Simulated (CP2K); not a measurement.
Wanted: the native input for a CP2K 2026.2 run.

```
Task                                : single point
Functional                          : WC
Potentials or basis                 : POTENTIAL_UZH Ta GTH-PBE-q13, N GTH-PBE-q5; TZVP-MOLOPT-PBE-GTH basis
Density cutoff                      : 9184 eV
k mesh                              : 10 × 10 × 10
Occupations                         : fermi-dirac, width 0.05 eV
Spin                                : no spin polarisation
SCF solver                          : diagonalisation with k points
Quickstep method                    : GPW
EPS_DEFAULT                         : 1.0E-9
EPS_SCF                             : 1.0E-6
MAX_SCF                             : 100
SCF_GUESS                           : ATOMIC
k points reduced by the point group : yes
Mesh centred on Gamma               : yes
CHOLESKY                            : OFF
EPS_EIGVAL                          : 1.0E-7
MIXING METHOD                       : BROYDEN_MIXING
MIXING ALPHA                        : 0.4
NBUFFER                             : 8
NGRIDS                              : 4
Basis sets                          : Ta TZVP-MOLOPT-PBE-GTH-q13, N TZVP-MOLOPT-PBE-GTH-q5
Potentials                          : Ta GTH-PBE-q13 of POTENTIAL_UZH, N GTH-PBE-q5 of POTENTIAL_UZH
ADDED_MOS                           : [13]
REL_CUTOFF (Ry)                     : 60 Ry
MIXING BETA (1/bohr)                : 1.5 1/bohr
CUTOFF of the grids                 : 675 Ry
```

TaN:

```
CELL_PARAMETERS angstrom
3.12728 0.00000 0.00000
1.56364 2.70831 0.00000
1.56364 0.90277 2.55342
ATOMIC_POSITIONS crystal
Ta 0.50000 0.50000 0.50000
N 0.00000 0.00000 0.00000
```

The cell comes from a database or a generator and needn't be the stable form of this composition.

These files were run (other wordings do the same):

tan_scf.inp

```
&GLOBAL
  PROJECT tan_scf
  RUN_TYPE ENERGY_FORCE
  PRINT_LEVEL LOW
&END GLOBAL
&FORCE_EVAL
  METHOD QS
  STRESS_TENSOR ANALYTICAL
  &DFT
    BASIS_SET_FILE_NAME BASIS_MOLOPT_UZH
    POTENTIAL_FILE_NAME POTENTIAL_UZH
    &MGRID
      CUTOFF 675
      REL_CUTOFF 60
      NGRIDS 4
    &END MGRID
    &QS
      METHOD GPW
      EPS_DEFAULT 1.0E-9
    &END QS
    &KPOINTS
      SCHEME MONKHORST-PACK 10 10 10
      GAMMA_CENTERED T
      SYMMETRY T
      SYMMETRY_BACKEND SPGLIB
    &END KPOINTS
    &SCF
      SCF_GUESS ATOMIC
      EPS_SCF 1.0E-6
      MAX_SCF 100
      ADDED_MOS 13
      CHOLESKY OFF
      EPS_EIGVAL 1.0E-7
      &DIAGONALIZATION ON
        ALGORITHM STANDARD
      &END DIAGONALIZATION
      &MIXING ON
        METHOD BROYDEN_MIXING
        ALPHA 0.4
        BETA 1.5
        NBUFFER 8
      &END MIXING
      &SMEAR ON
        METHOD FERMI_DIRAC
        ELECTRONIC_TEMPERATURE [K] 580.226
      &END SMEAR
    &END SCF
    &XC
      &XC_FUNCTIONAL
        &GGA_X_WC
        &END GGA_X_WC
        &GGA_C_PBE
        &END GGA_C_PBE
      &END XC_FUNCTIONAL
    &END XC
    &PRINT
      &KPOINTS ON
      &END KPOINTS
      &MULLIKEN ON
      &END MULLIKEN
      &MO ON
        ENERGIES T
        OCCUPATION_NUMBERS T
        &EACH
          QS_SCF 0
        &END EACH
        ADD_LAST NUMERIC
      &END MO
      &LOWDIN ON
      &END LOWDIN
      &HIRSHFELD ON
        SHAPE_FUNCTION DENSITY
      &END HIRSHFELD
    &END PRINT
  &END DFT
  &SUBSYS
    &CELL
      ABC 3.1272829774 3.1272829774 3.1272829774
      ALPHA_BETA_GAMMA 59.9999999998 59.9999999996 59.9999999995
      PERIODIC XYZ
    &END CELL
    &COORD
      SCALED
      Ta  0.5000000000 0.5000000000 0.5000000000
      N   0.0000000000 0.0000000000 0.0000000000
    &END COORD
    &KIND Ta
      BASIS_SET TZVP-MOLOPT-PBE-GTH-q13
      POTENTIAL GTH-PBE-q13
    &END KIND
    &KIND N
      BASIS_SET TZVP-MOLOPT-PBE-GTH-q5
      POTENTIAL GTH-PBE-q5
    &END KIND
    &PRINT
      &ATOMIC_COORDINATES ON
      &END ATOMIC_COORDINATES
      &CELL ON
      &END CELL
    &END PRINT
  &END SUBSYS
  &PRINT
    &FORCES ON
    &END FORCES
    &STRESS_TENSOR ON
    &END STRESS_TENSOR
  &END PRINT
&END FORCE_EVAL
```

Potentials or basis: POTENTIAL_UZH Ta GTH-PBE-q13, N GTH-PBE-q5; TZVP-MOLOPT-PBE-GTH basis.

Command:

```bash
$ OMP_NUM_THREADS=1 cp2k.psmp -i tan_scf.inp -o tan_scf.out
```

Results of the run:

```yaml
Pressure: -11.7 GPa
Band_gap_on_the_k_mesh: none (metal or under the smearing width)
Mulliken_charges: Ta +1.42; N -1.42 e
Hirshfeld_charges: Ta +0.30; N -0.30 e
```

Caveat: Mulliken charges move with the basis; the potentials were made for another functional, which shifts forces and pressure; the basis of atomic orbitals isn't converged, which shifts pressures, moduli and gaps.

Run time: 85 s on 1 thread of Arm Neoverse V1, on a shared host, peak memory 0.37 GiB.
